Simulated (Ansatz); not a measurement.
**Te: response to strain**

Aim: deform Te (equal xy, yz and zx engineering shear strains of +1 %) and compute stress, forces and field gradients with LAPW, PAW and all-electron datasets made for the crystal.

Method: DFT LDA, scalar-relativistic, in Ansatz 0.2.0.

**1. The system as given**

The structure is trigonal, space group P3_121 (No. 152). Conventional cell: a = 4.458 Å, b = 4.458 Å, c = 5.925 Å, α = 90.00°, β = 90.00°, γ = 120.00°. Te (site symmetry 2) has 2 Te at 2.79 Å as nearest neighbours.

As a file:

```cif
data_structure
_symmetry_space_group_name_H-M 'P 1'
_symmetry_Int_Tables_number 1
_cell_length_a 4.4580
_cell_length_b 4.4580
_cell_length_c 5.9250
_cell_angle_alpha 90.000
_cell_angle_beta 90.000
_cell_angle_gamma 120.000
_cell_volume 101.98
loop_
_atom_site_label
_atom_site_type_symbol
_atom_site_fract_x
_atom_site_fract_y
_atom_site_fract_z
_atom_site_occupancy
Te1 Te 0.74500 0.00000 0.33333 1
Te2 Te 0.00000 0.74500 0.66667 1
Te3 Te 0.25500 0.25500 0.00000 1
```

Atoms are numbered in the order of the input: Te1, Te2, Te3.

**2. The deformed structure**

Space group P3_121 before, P1 after.

**3. All-electron LAPW**

File input.yaml:

```yaml
crystal:
  lattice:
    - [4.4579994587, 0.0222899973, 0.0222899973]
    - [-2.2096960255, 3.8495957826, 0.0081587053]
    - [0.029625, 0.029625, 5.925]
  atoms:
    - { symbol: Te, position: [0.745, 0.0, 0.3333333333] }
    - { symbol: Te, position: [0.0, 0.745, 0.6666666667] }
    - { symbol: Te, position: [0.255, 0.255, 0.0] }
kpoints:
  mp_grid: { grid: [9, 9, 6] }
  band_path:
    path:
      - [0.0, 0.0, 0.0]
      - [0.0, -0.5, 0.0]
      - [0.0, 0.0, 0.5]
      - [0.0, 0.0, 0.0]
      - [-0.5, 0.0, 0.0]
      - [-0.5, 0.5, -0.5]
      - [0.0, 0.0, 0.0]
      - [-0.5, 0.0, -0.5]
      - [-0.5, 0.5, 0.0]
    npoints: 5
scf:
  occupations: { method: fermi_dirac, width: 0.08 }
hamiltonian:
  xc: lda
  pseudopotentials: { kind: all_electron, lapw: { basis_error: 0.0005 } }
output:
  forces: true
  stress: true
  eigenvalues: true
```

Launch:

```console
> ansatz run input.yaml --threads 1 --pin off --max-ram 6144MiB --backend cpu --events-out ev --progress --plain --runs-dir out
```

**4. PAW with frozen cores**

File input.yaml:

```yaml
crystal:
  lattice:
    - [4.4579994587, 0.0222899973, 0.0222899973]
    - [-2.2096960255, 3.8495957826, 0.0081587053]
    - [0.029625, 0.029625, 5.925]
  atoms:
    - { symbol: Te, position: [0.745, 0.0, 0.3333333333] }
    - { symbol: Te, position: [0.0, 0.745, 0.6666666667] }
    - { symbol: Te, position: [0.255, 0.255, 0.0] }
kpoints:
  mp_grid: { grid: [9, 9, 6] }
scf:
  occupations: { method: fermi_dirac, width: 0.08 }
hamiltonian:
  xc: lda
  pseudopotentials: { kind: paw }
output:
  forces: true
  stress: true
  eigenvalues: true
  efg: { contact_densities: true }
```

**5. Datasets made for this crystal**

Changes to input.yaml since step 4:

```diff
@@ -15,3 +15,3 @@
   xc: lda
-  pseudopotentials: { kind: paw }
+  pseudopotentials: { kind: all_electron, datasets: crystal }
 output:
```

(Steps that only read results are left out.)

**Question.** What will these runs give? Wanted: pressure; largest shear or deviatoric stress.

The runs gave:

```
                                 quantity                                              value
                                 pressure  LAPW -0.29, PAW -0.31, crystal datasets -0.29 GPa
largest shear or deviatoric stress (LAPW)                                           0.50 GPa
```

In words: The largest part of the stress beyond the pressure is 0.50 GPa in size, in the yz component; the atoms are carried along and not relaxed. No run of the undeformed cell stands beside it, so the pressure holds what the given cell had before the change. PAW: stress within 0.02 GPa of LAPW, forces within 1 meV/Å. Crystal datasets: stress within 0.01 GPa of LAPW, forces within 1 meV/Å. Spin-orbit coupling is left out, though the cell holds Te; in elements this heavy it can shift bands and gaps by tenths of an eV.
